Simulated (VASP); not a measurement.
# Al (P6_3/mmc) in VASP: a series of runs

One crystal, Al, is run at these levels: PBEsol; tasks: single point, relaxation of cell and atoms.

All numbers are computed with VASP 6.6.1; they aren't measurements. Logs are shortened: lines on timing, memory, paths and dates and some standing lists are left out, and cuts for length are marked.

### 1 The structure

It takes space group P6_3/mmc (No. 194, hexagonal). Conventional cell: a = 2.836 Å, b = 2.836 Å, c = 9.322 Å, α = 90.00°, β = 90.00°, γ = 120.00°. Al (site symmetry -3m) is surrounded by 12 Al at 2.84 to 2.85 Å. Al (site symmetry -6m2) is surrounded by 12 Al at 2.84 to 2.85 Å.

This isn't the form of Al at room conditions, which is fcc.

### 2 Single point, PBEsol

File INCAR:

```
ALGO = Fast
EDIFF = 1E-6
ENCUT = 520
GGA = PS
ISIF = 2
ISMEAR = 0
LASPH = True
LCHARG = False
LREAL = False
LWAVE = False
NBANDS = 14
NELM = 100
PREC = Accurate
SIGMA = 0.1
```

File KPOINTS:

```
k-points
0
Gamma
  18 18 6
```

File POSCAR:

```
Al
1.0
    2.8362844918      0.0000000000      0.0000000000
   -1.4181422459      2.4562944222      0.0000000000
    0.0000000000      0.0000000000      9.3221494560
Al
4
Direct
    0.0000000000      0.0000000000      0.0000000000
    0.3333333333      0.6666666667      0.2500000000
    0.0000000000      0.0000000000      0.5000000000
    0.6666666667      0.3333333333      0.7500000000
```

Potentials or basis: VASP PAW PBE potentials, release 64 (Al).

Launch:

```
$ cat potpaw_PBE.64/Al/POTCAR > POTCAR
$ mpirun -np 1 vasp_std > vasp.out
```

OUTCAR:

```text
EDIFF = 1E-6
   ENCUT = 520
   GGA = PS
   ISIF = 2
   ISMEAR = 0
   LASPH = True
   LREAL = False
   NELM = 100
   PREC = Accurate

 ion  position               nearest neighbor table
   1  0.000  0.000  0.000-   2 2.85   4 2.85   2 2.85   4 2.85   4 2.85   2 2.85
   2  0.333  0.667  0.250-   1 2.85   3 2.85   1 2.85   3 2.85   1 2.85   3 2.85
   3  0.000  0.000  0.500-   2 2.85   4 2.85   2 2.85   4 2.85   4 2.85   2 2.85
   4  0.667  0.333  0.750-   1 2.85   3 2.85   1 2.85   3 2.85   1 2.85   3 2.85

  LATTYP: Found a hexagonal cell.
 ALAT       =     2.8362844918
 C/A-ratio  =     3.2867469688

  Lattice vectors:

 A1 = (   2.8362844918,   0.0000000000,   0.0000000000)
 A2 = (  -1.4181422459,   2.4562944222,   0.0000000000)
 A3 = (   0.0000000000,   0.0000000000,   9.3221494560)

Analysis of symmetry for initial positions (statically):
=====================================================================
 Subroutine PRICEL returns:
 Original cell was already a primitive cell.

 Routine SETGRP: Setting up the symmetry group for a
 hexagonal supercell.

 Subroutine GETGRP returns: Found 24 space group operations
 (whereof 12 operations were pure point group operations)
 out of a pool of 24 trial point group operations.

The static configuration has the point symmetry D_3d.
 The point group associated with its full space group is D_6h.

Analysis of symmetry for dynamics (positions and initial velocities):
=====================================================================
 Subroutine PRICEL returns:
 Original cell was already a primitive cell.

 Routine SETGRP: Setting up the symmetry group for a
 hexagonal supercell.

 Subroutine GETGRP returns: Found 24 space group operations
 (whereof 12 operations were pure point group operations)
 out of a pool of 24 trial point group operations.

The dynamic configuration has the point symmetry D_3d.
 The point group associated with its full space group is D_6h.

 Subroutine INISYM returns: Found 24 space group operations
 (whereof 12 operations are pure point group operations),
 and found     1 'primitive' translations

----------------------------------------------------------------------------------------

                                     Primitive cell

  volume of cell :      64.9451
[... 99 lines left out ...]
   ISIF   =      2    stress and relaxation
   ISYM   =      2    0-nonsym 1-usesym 2-fastsym
   POTIM  = 0.5000    time-step for ionic-motion
   TEBEG  =    0.0;   TEEND  =   0.0 temperature during run
   PSTRESS=    0.0 pullay stress
   NELECT =      12.0000    total number of electrons
   NUPDOWN=      -1.0000    fix difference up-down
   EMIN   =  10.00;   EMAX   =-10.00  energy-range for DOS
   EFERMI =   0.00;   METHOD = LEGACY
   ISMEAR =     0;   SIGMA  =   0.10  broadening in eV -4-tet -1-fermi 0-gaus
   EFERMI_NEDOS =   21; number of points for ismear=-14 and -15
   IALGO  =     68    algorithm
   IMIX   =      4    mixing-type and parameters
     AMIX     =   0.40;   BMIX     =  1.00
     AMIX_MAG =   1.60;   BMIX_MAG =  1.00
  volume/ion in A,a.u.               =      16.24       109.57
  Fermi-wavevector in a.u.,A,eV,Ry     =   0.932438  1.762052 11.829450  0.869440
  Thomas-Fermi vector in A             =   2.059035
   LORBIT       =      0    0 simple, 1 ext, 2 COOP (PROOUT), +10 PAW based schemes
   GGA     = PS    functional components
   LHFCALC =     F    Hartree Fock is set to
   AEXX    =    0.0000 exact exchange contribution
   IVDW    =     0    specifies the selected vdW correction
   LEPSILON=     F    determine dielectric tensor
   LRPA    =     F    only Hartree local field effects (RPA)
 non-spin polarized calculation
 RMM-DIIS sequential band-by-band and
 Gauss-broadening in eV      SIGMA  =   0.10
  energy-cutoff  :      520.00
  volume of cell :       64.95
 maximum number of plane-waves:      1772
 NGX is ok and might be reduce to    24
   NGX = 11   NGY = 11   NGZ = 35

 number of electron      12.0000000 magnetization

 Free energy of the ion-electron system (eV)
  ---------------------------------------------------
  ext. energy  EPLUGINS =         0.00000000
  ---------------------------------------------------
  free energy    TOTEN  =       -16.32176183 eV

  energy without entropy =      -16.31443596  energy(sigma->0) =      -16.31809889

 E-fermi :   8.1084     XC(G=0): -10.3163

 val. band max:        8.0672839994   @ k =   0.2778   0.2778   0.0000
 cond. band min:       8.1227300739   @ k =   0.3889   0.1667   0.1667
 fundamental gap:      0.0554460746
 Fermi energy:         8.1083517263

 k-point     1 :       0.0000    0.0000    0.0000
  band No.  band energies     occupation
      1      -3.1243      2.00000
      2      -1.4351      2.00000
      3      -1.4280      2.00000
      4       3.4265      2.00000
      5       3.6416      2.00000
      6      11.4625      0.00000
      7      11.4733      0.00000
      8      18.9893      0.00000
      9      18.9893      0.00000
     10      19.1547      0.00000
     11      19.1547      0.00000
     12      20.1142      0.00000
     13      20.1171      0.00000
     14      20.2872      0.00000
[... 377 lines left out ...]
      1       1.8535      2.00000
      2       3.4615      2.00000
      3       3.4682      2.00000
      4       4.4372      2.00000
      5       6.0838      2.00000
      6       6.1115      2.00000
      7       8.1723      0.36616
      8       8.5702      0.00000
      9      10.4648      0.00000
     10      10.6850      0.00000
     11      11.6519      0.00000
     12      12.4770      0.00000
     13      12.7250      0.00000
     14      16.1353      0.00000

 [... further k-points ...]
[... 5 lines left out ...]
  --------------------------------------------------------------------------------------
  -------------------------------------------------------------------------------------
  Total        0.0339081      0.0339081      0.0224713      0.0000000      0.0000000      0.0000000
  in kB        0.8365034      0.8365034      0.5543616      0.0000000      0.0000000      0.0000000
  external PRESSURE =       0.7424562 kB  Pullay stress =       0.0000000 kB

 VOLUME and BASIS-vectors are now :
 -----------------------------------------------------------------------------
  energy-cutoff  :      520.00
  volume of cell :       64.95
      direct lattice vectors                 reciprocal lattice vectors
     2.836284492  0.000000000  0.000000000     0.352573941  0.203558660  0.000000000
    -1.418142246  2.456294422  0.000000000     0.000000000  0.407117319  0.000000000
     0.000000000  0.000000000  9.322149456     0.000000000  0.000000000  0.107271398

 POSITION                                       TOTAL-FORCE (eV/Angst)
 -----------------------------------------------------------------------------------
      0.00000      0.00000      0.00000         0.000000      0.000000      0.000000
     -0.00000      1.63753      2.33054        -0.000000     -0.000000     -0.000000
      0.00000      0.00000      4.66107         0.000000      0.000000      0.000000
      1.41814      0.81876      6.99161         0.000000      0.000000     -0.000000
 -----------------------------------------------------------------------------------
    total drift:                               -0.000000      0.000000      0.000000

  FREE ENERGIE OF THE ION-ELECTRON SYSTEM (eV)
  ---------------------------------------------------
  free  energy   TOTEN  =       -16.3217618283 eV

  energy  without entropy=      -16.3144359611  energy(sigma->0) =      -16.31809889
```

OSZICAR:

```text
N       E                     dE             d eps       ncg     rms          rms(c)
DAV:   1     0.457545775832E+01    0.45755E+01   -0.41503E+03  4152   0.658E+02
DAV:   2    -0.157721907769E+02   -0.20348E+02   -0.18961E+02  5358   0.889E+01
DAV:   3    -0.164341040307E+02   -0.66191E+00   -0.65295E+00  5516   0.130E+01
DAV:   4    -0.164386138714E+02   -0.45098E-02   -0.45087E-02  5022   0.134E+00
DAV:   5    -0.164386642169E+02   -0.50345E-04   -0.50345E-04  5430   0.146E-01    0.282E+00
RMM:   6    -0.163687073397E+02    0.69957E-01   -0.76795E-03  4160   0.446E-01    0.163E+00
RMM:   7    -0.163222148153E+02    0.46493E-01   -0.18859E-02  4257   0.690E-01    0.205E-01
RMM:   8    -0.163217540801E+02    0.46074E-03   -0.97970E-04  4482   0.195E-01    0.314E-02
RMM:   9    -0.163217657106E+02   -0.11631E-04   -0.18278E-04  4843   0.924E-02    0.417E-02
RMM:  10    -0.163217680144E+02   -0.23038E-05   -0.24440E-05  4893   0.327E-02    0.185E-02
RMM:  11    -0.163217614642E+02    0.65502E-05   -0.71175E-06  4514   0.145E-02    0.209E-02
RMM:  12    -0.163217625065E+02   -0.10423E-05   -0.22701E-06  4228   0.886E-03    0.216E-02
RMM:  13    -0.163217618283E+02    0.67820E-06   -0.47611E-07  2777   0.467E-03
   1 F= -.16321762E+02 E0= -.16318099E+02  d E =-.732587E-02
```

Run time: 65 s. Hardware: 1 thread of Intel Xeon Platinum 8488C (Sapphire Rapids), shared host; peak memory 0.25 GiB.

Results:

```
Free energy            : -16.3218 eV
Pressure               : 0.1 GPa
Band gap on the k mesh : none (metal or under the smearing width)
```

Caveat: the PAW data sets were made with another functional, which shifts forces and pressure a little.

[end of part 1 of 3]
